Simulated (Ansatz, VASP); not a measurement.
**Two plane-wave programs on CdS**

INCAR

```
SYSTEM = CdS
PREC = Accurate
ENCUT = 520
EDIFF = 1E-6
ISMEAR = -1
SIGMA = 0.02
LREAL = .False.
LASPH = .True.
NELM = 80
ALGO = Normal
ISIF = 2
LWAVE = .False.
LCHARG = .False.
GGA = PE
NBANDS = 16
```

The input KPOINTS:

```
Automatic mesh
0
Gamma
  8 8 8
  0 0 0
```

File POSCAR:

```
CdS
1.0
    0.0000000000      2.9686069849      2.9686069849
    2.9686069849      0.0000000000      2.9686069849
    2.9686069849      2.9686069849      0.0000000000
Cd S
1 1
Direct
    0.0000000000      0.0000000000      0.0000000000
    0.2500000000      0.2500000000      0.2500000000
```

Input for Ansatz:

```yaml
crystal:
  lattice:
    - [0.0, 2.9686069849, 2.9686069849]
    - [2.9686069849, 0.0, 2.9686069849]
    - [2.9686069849, 2.9686069849, 0.0]
  atoms:
    - { symbol: Cd, position: [0.0, 0.0, 0.0] }
    - { symbol: S, position: [0.25, 0.25, 0.25] }
kpoints:
  mp_grid: { grid: [8, 8, 8] }
  band_path:
    path:
      - [0.0, 0.0, 0.0]
      - [-0.5, -0.5, 0.0]
      - [-0.375, -0.375, 0.25]
      - [-0.375, 0.0, 0.375]
      - [0.0, 0.0, 0.5]
      - [-0.5, -0.25, 0.25]
    npoints: 1
hamiltonian:
  xc: pbe
scf:
  occupations: { method: fermi_dirac, width: 0.02 }
  n_extra_bands: 4
output:
  forces: true
  stress: true
  eigenvalues: true
```

Change from the starting cell: hydrostatic strain +1.0%.

Alike in both runs: task single point; functional PBE; k mesh 8 × 8 × 8; occupations fermi-dirac, width 0.02 eV; no spin polarisation.

|  | VASP | Ansatz |
| --- | --- | --- |
| version | VASP 6.6.1 | Ansatz 0.2.0 |
| potentials or method | VASP PAW PBE potentials, release 64 (Cd, S) | plane waves, PAW |
| plane-wave cutoff (eV) | 520 | 420 |
| valence electrons in the cell | 18 | 26 |

```csv
,VASP,Ansatz,Ansatz less VASP
gap on the k mesh at the Fermi level (eV),1.03,1.03,-0.001
pressure (GPa),0.0,-0.3,-0.27
```

The two sets of potentials don't hold the same shells in valence.
